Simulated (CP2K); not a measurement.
# Ir in CP2K: the effect of dispersion

Crystal: Ir.

```
Ir
1.0
     2.70907    0.00000    0.00000
     1.35453    2.34612    0.00000
     1.35453    0.78204    2.21194
Ir
1
Cartesian
  0.0000 0.0000 0.0000
```

Alike in all runs:

| Quantity | Value |
| --- | --- |
| Program | CP2K 2026.2 |
| Task | single point |
| Functional | PBEsol |
| Potentials or basis | POTENTIAL_UZH Ir GTH-PBE-q17; TZVP-MOLOPT-PBE-GTH basis |
| Density cutoff | 6123 eV |
| k mesh | 12 × 12 × 12 |
| Occupations | fermi-dirac, width 0.05 eV |
| Spin | no spin polarisation |

```tsv
dispersion	pressure (GPa)
none	-1.7
D3	-9.9
D3(BJ)	-10.0
D4	?
rVV10	-2.8
D3(BJ)+ATM	-8.4
```

Task: What does the run with dispersion D4 give?

Result: Pressure -7.2 GPa.

Caveats: the potentials were made for another functional, which shifts forces and pressure; the basis of atomic orbitals isn't converged, which shifts pressures, moduli and gaps; pairwise dispersion overbinds metals, which lowers pressure and volume (some runs).

Runs at the PBE level aren't shown here.
